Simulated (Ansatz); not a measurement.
Task: a convergence test of the plane-wave cutoff of CdO, space group Fm-3m, with the Ansatz DFT code, driven from Python. Give the script and its output. Settings (first run): the functional of the input, PAW, cutoff 250 eV, 4×4×4 k-points, fixed occupations. The script varies cutoff (eV): 250, 300, 350, 400.

The script reads `cdo.cif`:
```cif
data_CdO
_cell_length_a 3.322695
_cell_length_b 3.322695
_cell_length_c 3.322695
_cell_angle_alpha 60.00000
_cell_angle_beta 60.00000
_cell_angle_gamma 60.00000
_symmetry_space_group_name_H-M 'P 1'
_symmetry_Int_Tables_number 1
loop_
_symmetry_equiv_pos_as_xyz
'x, y, z'
loop_
_atom_site_label
_atom_site_type_symbol
_atom_site_fract_x
_atom_site_fract_y
_atom_site_fract_z
Cd1 Cd    0.000000    0.000000    0.000000
O2 O    0.500000    0.500000    0.500000
```

Script `ecut.py`:
```python
import warnings

import ansatz
from ase.io import read


def main() -> None:
    warnings.simplefilter('ignore', ansatz.DeckWarning)

    atoms = read('cdo.cif')
    cdo = ansatz.Crystal.from_ase(atoms)

    calc = cdo.calculation()
    calc = calc.mixing('broyden', ndim=4, beta=0.6)
    calc = calc.scf(extra_bands=2)
    calc = calc.functional(exchange='pbe', correlation='lda').kpoints(4, center='monkhorst-pack')
    calc = calc.occupations(ansatz.OccupationsMethod.FIXED).forces()
    calc = calc.stress()

    rows = []
    for value in [250, 300, 350, 400]:
        data = calc.basis(value).run(threads=1, pin='off').report
        rows.append((value, data['free_energy_ev'] / len(data['lattice']['sites']), data['n_iterations'], sum(data['stress_gpa'][i][i] for i in range(3)) / 3, max(abs(f) for row in data['forces_ev_ang'] for f in row), data['n_pw']))

    print(' cutoff (eV)   F/atom (eV)    iterations       P (GPa)  max force (eV/A)   plane waves')
    for row in rows:
        print(f'{str(row[0]):>12s}  {row[1]:12.5f}  {row[2]:12d}  {row[3]:12.3f}  {row[4]:16.4f}  {row[5]:12d}')

    for row in rows[:-1]:
        shift = 1000 * (row[1] - rows[-1][1])
        print(f'{row[0]}: {shift:+.2f} meV/atom' + ('  (within 2 meV)' if abs(shift) < 2 else ''))


if __name__ == '__main__':
    main()
```

`python ecut.py` gives:
```text
 cutoff (eV)   F/atom (eV)    iterations       P (GPa)  max force (eV/A)   plane waves
         250   -4440.17168             8        12.125            0.0000           259
         300   -4441.57952             7        16.936            0.0000           331
         350   -4441.83803             7        16.547            0.0000           387
         400   -4441.88379             7        16.512            0.0000           459
250: +1712.11 meV/atom
300: +304.26 meV/atom
350: +45.75 meV/atom
```

What to keep in mind:
- The k-point mesh is coarse, and energy and stress weren't tested for convergence.
- The mesh has less symmetry than the crystal, which the program warned of.
- Forces vanish by symmetry here and test nothing.
- Pressure is positive in compression.
- The structure is a deposited one; some such entries were measured under pressure or heat, so a shift against it needn't be the functional's error alone.
- Shifts are counted from the last row, which is itself no proven limit.
- The script silences the warnings on its input, which a real study should read.

(Lines on the test bed's own set-up are left out of the output.)
